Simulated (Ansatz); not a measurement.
# CdTe: the cost of one run

Computed with Ansatz 0.2.0 (DFT PBE+D3(BJ), scalar-relativistic, plane waves, PAW, unless a step's input says otherwise).

The COD entry's cell or inner coordinates are ideal or old and differ from later refinements, so a difference from it is no clean test against experiment.

1 further run of the same task is left out (set aside as unsound or not needed).

### 1 The starting structure

It takes space group F-43m (No. 216, cubic). Conventional cell: a = 6.517 Å, b = 6.517 Å, c = 6.517 Å, α = 90.00°, β = 90.00°, γ = 90.00°. Cd (site symmetry -43m) has 4 Te at 2.82 Å as nearest neighbours. Te (site symmetry -43m) is surrounded by 4 Cd at 2.82 Å.

Coordinates:

```
Cd Te
1.0
     0.00000    3.25830    3.25830
     3.25830    0.00000    3.25830
     3.25830    3.25830    0.00000
Cd Te
1 1
Cartesian
  0.0000 0.0000 0.0000
  4.8875 4.8875 4.8875
```

It is the result of an earlier relaxation at this level (volume 34.59 Å³/atom; gap on the mesh: 0.72 eV).

### 2 The slab

Planes are indexed in the bulk's conventional cell (F-43m (No. 216)), a = 6.517 Å, b = 6.517 Å, c = 6.517 Å, α = 90.00°, β = 90.00°, γ = 90.00°.

A (110) slab, 4.6 Å thick as cut, with 16 Å of vacuum, in a 2×1 surface cell; its outer planes are CdTe (top) and CdTe (bottom).

The slab as cut. Layers, bottom to top:

| plane | atoms per cell | height over the lowest (Å) |
| --- | --- | --- |
| 1 | Cd2Te2 | 0.00 |
| 2 | Cd2Te2 | 2.30 |
| 3 | Cd2Te2 | 4.61 |

### 3 The clean surface, relaxed

Contents of input.yaml:

```yaml
crystal:
  lattice:
    - [9.2158675489, 0.0, 0.0]
    - [0.0, 6.5166024383, 0.0]
    - [0.0, 0.0, 20.6079337744]
  atoms:
    - { symbol: Cd, position: [0.25, 0.5, 0.3882000053] }
    - { symbol: Cd, position: [0.75, 0.5, 0.3882000053] }
    - { symbol: Te, position: [0.5, 0.25, 0.3882000053] }
    - { symbol: Te, position: [0.0, 0.25, 0.3882000053] }
    - { symbol: Cd, position: [0.5, 0.0, 0.5] }
    - { symbol: Cd, position: [0.0, 0.0, 0.5] }
    - { symbol: Te, position: [0.75, 0.75, 0.5] }
    - { symbol: Te, position: [0.25, 0.75, 0.5] }
    - { symbol: Cd, position: [0.75, 0.5, 0.6117999947] }
    - { symbol: Cd, position: [0.25, 0.5, 0.6117999947] }
    - { symbol: Te, position: [0.0, 0.25, 0.6117999947] }
    - { symbol: Te, position: [0.5, 0.25, 0.6117999947] }
basis:
  ecutwfc: 420
kpoints:
  mp_grid: { grid: [2, 3, 1] }
hamiltonian:
  xc: pbe
  dispersion: d3bj
scf:
  occupations: { method: gaussian, width: 0.05 }
output:
  forces: true
  eigenvalues: true
  write_density: true
  write_potential: true
  elf: true
  volumetric_format: npy
relax:
  adjacent_minimum: "off"
  f_tol: 0.03
  max_steps: 70
  constraints: [{ sites: [0, 1, 2, 3] }]
efield:
  axis: 3
  dipole_correction: true
  ramp_width: 0.04
```

Started as:

```
ansatz run input.yaml --threads 4 --pin off --max-ram 10240MiB --backend cpu --events-out ev --progress --plain --runs-dir out
```

**Question.** How long does this run take on 4 threads of Arm Neoverse V2, shared host, and how much memory does it need?

About 2.3 min, with a peak of 2.5 GiB.
